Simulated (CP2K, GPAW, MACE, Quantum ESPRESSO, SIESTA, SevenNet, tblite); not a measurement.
# GPAW on graphene armchair nanoribbon, H-capped (84 atoms): settings against a plane-wave reference, part 2 of 2

How do the settings of GPAW change the result for graphene armchair nanoribbon, H-capped (84 atoms)? A plane-wave run serves as the yardstick.

Program: GPAW 26.7.0; the method stands at each step. Banners, paths, timers and routine set-up lines are dropped from the logs unmarked, and long logs keep their key lines alone; longer cuts are marked.

So far. Step 4 (PBE, LCAO sz(dzp), h 0.2 Å): Against the first run (12 %), the force difference from the reference is 62 %, at 0.49 times the CPU time, with 300 basis functions against 996: the smaller basis costs accuracy. Step 5 (PBE, LCAO dzp, h 0.28 Å): Against the first run (12 %), the force difference from the reference is 37 %, at 0.60 times the CPU time: the grid matters here.

**6. PBE, LCAO szp(dzp), h 0.2 Å**

Method: Kohn-Sham DFT, PBE, PAW, atomic orbitals (szp(dzp)).

run.py

```python
import numpy as np
from ase.io import read
from gpaw import GPAW, FermiDirac

atoms = read("structure.xyz")
atoms.calc = GPAW(
    mode="lcao",
    basis="szp(dzp)",
    h=0.2,
    xc="PBE",
    kpts={"size": (1, 1, 1), "gamma": True},
    occupations=FermiDirac(0.05),
    maxiter=200,
    symmetry={"point_group": False},
    txt="gpaw.txt",
)
energy = atoms.get_potential_energy(force_consistent=True)
forces = atoms.get_forces()
print(f"energy {energy:.6f} eV")
print("forces (eV/A)")
for i, (a, f) in enumerate(zip(atoms, forces)):
    print(f"{i:4d} {a.symbol:2s} {f[0]:10.5f} {f[1]:10.5f} {f[2]:10.5f}")
print(f"Fermi level {atoms.calc.get_fermi_level():.4f} eV")
for k in range(len(atoms.calc.get_ibz_k_points())):
    for s in range(atoms.calc.get_number_of_spins()):
        e = atoms.calc.get_eigenvalues(kpt=k, spin=s)
        n = np.searchsorted(e, atoms.calc.get_fermi_level())
        print(f"k {k} spin {s} levels about the Fermi level:", np.round(e[max(n - 6, 0):n], 4).tolist(), "|", np.round(e[n:n + 6], 4).tolist())
```

structure.xyz

```xyz
84
Lattice="12.78253 0.00000 0.00000 0.00000 25.41794 0.00000 0.00000 0.00000 10.00000" Properties=species:S:1:pos:R:3 pbc="T T T"
[... 84 atom lines left out: the same atoms as in the first run ...]
```

Launch:

```
> OMP_NUM_THREADS=1 python run.py > output.txt
```

Output:

```text
energy -609.886685 eV
forces (eV/A)
   0 C     1.80982    0.38883   -0.20858
   1 C     0.24458    1.00979    0.12799
   2 C     0.50221   -0.86885   -0.00946
   3 C    -6.09756    0.52514    0.02586
   4 C     0.38486    1.34715    0.08022
   5 C     1.43643   -0.51626   -0.01667
   6 C    -0.74273   -0.83135    0.05020
   7 C    -2.42698    1.03945    0.10446
   8 C    -1.19258    2.57783    0.15867
   9 C    -1.49316   -2.68248   -0.14088
  10 C     3.81895    0.37301   -0.05273
  11 C    -4.66683   -1.42265    0.09198
[...]
79 H    -1.32524    1.96477    0.00942
  80 H    -0.71442   -0.91261    0.03235
  81 H     1.35917   -1.96357   -0.00878
  82 H     1.47259    2.79229    0.04695
  83 H    -1.69386    3.05103   -0.02721
Fermi level -3.8404 eV
k 0 spin 0 levels about the Fermi level: [-5.828, -5.7346, -5.6565, -4.9999, -4.5546, -4.1019] | [-3.579, -2.9905, -2.7524, -2.3401, -2.084, -1.9527]
```

gpaw.txt:

```text
Input parameters:
  mode=LCAO(),
  basis={'default': 'szp(dzp)'},
  h=0.2,
  kpts=MonkhorstPack(size=(1, 1, 1), gamma=True),
  maxiter=200,
  occupations=Occupations(name='fermi-dirac', width=0.05, fixmagmom=False),
  symmetry=Symmetry(point_group=False),
  xc=XC(name='PBE')
[... lines left out ...]
  Fermi-Dirac:
[... lines left out ...]
convergence criteria:
- Maximum [total energy] change in last 3 cyles: 0.0005 eV / valence electron
[... lines left out ...]
Converged in 12 steps
[... lines left out ...]
  Free energy:    -609.886685
[... lines left out ...]
Fermi level: -3.840
[... lines left out ...]
|          0 |       -23.801 |     2.000 |
|        ... |               |           |
|        142 |        -5.947 |     2.000 |
|        143 |        -5.889 |     2.000 |
[...]
|        157 |        -1.727 |     0.000 |
|        ... |               |           |
|        183 |         3.750 |     0.000 |
Gap: 0.523 eV
Transition (v -> c):
  (s=0, k=0, n=149, [0.00, 0.00, 0.00]) -> (s=0, k=0, n=150, [0.00, 0.00, 0.00])
No difference between direct/indirect transitions
Force computation time: 10.039  # s
timing:  # [seconds]
  Total:  98.093  # ━━━━━━━━━━━━━━━━━━━━━━━━━━━━━━━━━━━━━━━━━━━━━━━━━━━━━━━━━
  Init:   14.243  # ━━━━━━━━╸
  SCF:    73.762  # ━━━━━━━━━━━━━━━━━━━━━━━━━━━━━━━━━━━━━━━━━━━
  Forces: 10.039  # ━━━━━━
```

Wall time 100 s (1 thread of Arm Neoverse N1, shared host); peak memory 1.3 GiB.

Against the reference:

```
r.m.s. force component                           : 1.55 eV/Å
r.m.s. difference of force components            : 549.5 meV/Å
longest difference of force vectors              : 2360 meV/Å
force difference over r.m.s. force               : 39.38 %
slope of forces against the reference's          : 1.04
correlation of force components                  : 0.9357
gap (highest filled to lowest empty level) : 0.5229 eV
gap difference                                   : 0.0022 eV
```

This is a coarse setting, run to see what it loses.

Against the first run (12 %), the force difference from the reference is 39 %, at 0.83 times the CPU time, with 696 basis functions against 996: the smaller basis costs accuracy.

The difference per atom is largest on H (2.2 eV/Å on average, against 0.44 on C).

**7. Side by side**

Differences are against the plane-wave reference, forces as r.m.s. over components; share is that over the reference's r.m.s. force, slope the least-squares factor from reference forces to these. Total energies of different programs have different zeros and aren't compared.

```csv
run,"Δ force, r.m.s. (meV/Å)",share (%),slope,Δ gap (eV),cores,CPU time,memory (GiB)
reference,-,-,-,-,1,53 min,9.2
"GPAW PBE, LCAO dzp, h 0.2 Å",163,11.7,1.052,0.023,1,2 min,1.3
"GPAW PBE, LCAO dzp, h 0.2 Å, other mixer settings",164,11.7,1.052,0.0229,1,2.5 min,1.1
"GPAW PBE, LCAO sz(dzp), h 0.2 Å (coarse)",865,62.0,1.212,0.036,1,59 s,1.1
"GPAW PBE, LCAO dzp, h 0.28 Å (coarse)",522,37.4,1.044,0.025,1,72 s,0.59
"GPAW PBE, LCAO szp(dzp), h 0.2 Å (coarse)",549,39.4,1.040,0.0022,1,100 s,1.3
```

Rows marked coarse were listed beforehand as settings not expected to be converged; some can still land near the reference.

CPU time is summed over cores on a shared host, where runs went side by side, so it is rough. Symmetry, cutoffs, thresholds, outputs and thread counts weren't matched or tuned between programs; memory under MPI is the largest rank's times the ranks.

Within one program, basis, potentials and functional, energies share a zero. Each run against its twin at the usual cutoff or grid and solver:

```csv
run,twin,Δ energy (meV/atom),"Δ force, r.m.s. (meV/Å)",CPU time over the twin's
"GPAW PBE, LCAO dzp, h 0.2 Å, other mixer settings","LCAO dzp, h 0.2 Å",0,1.20,1.3
"GPAW PBE, LCAO dzp, h 0.28 Å","LCAO dzp, h 0.2 Å",331,533,0.60
```

**8. Results**

```yaml
nearest_in_forces: a tie at 12 % of 2 runs: GPAW PBE, LCAO dzp, h 0.2 Å; GPAW PBE, LCAO dzp, h 0.2 Å, other mixer settings
```

The PBE runs in local orbitals, coarse settings apart, differ by 12 % in each run; basis, grid and potentials can all enter. Runs with settings chosen to be coarse differ by 37 % (GPAW PBE, LCAO dzp, h 0.28 Å) to 62 % (GPAW PBE, LCAO sz(dzp), h 0.2 Å), their programs' other errors included. Of the electronic-structure runs that take under half the reference's CPU time, GPAW PBE, LCAO dzp, h 0.2 Å is among the nearest, at 12 % in 2 min against 53 min. In GPAW PBE, LCAO dzp, h 0.2 Å the difference has nearly one length on every H (0.60 eV/Å) and points along its bond, outwards: this method prefers longer bonds, and stiff bonds to hydrogen turn a small shift into a large force. At the same functional, gaps differ from the reference's 0.521 eV by between +0.00 and +0.04 eV. These are spacings on the run's k-points, which needn't hold the band edges. With short bonds to hydrogen, sets of potentials differ among themselves by several per cent in forces even at converged cutoffs, so the reference isn't exact here either. The runs have no spin polarisation, so any moments at edges, vacancies or dangling bonds can't form. The electronic-structure runs sample only Γ, in a cell whose periodic width is 13 Å.

[Also dropped from logs without a mark: logging warnings of Python, and SIESTA's first energy breakdown and zero terms.]

[Logs are printed without paths, hosts, clocks, repeated set-up lines and the standing remarks that a program may print on its own settings, such as how far it seeks lower states.]

[Hosts, paths, dates, database ids (printed as entryN), source tags and the programs' standing remarks are cut or masked in the printed files.]
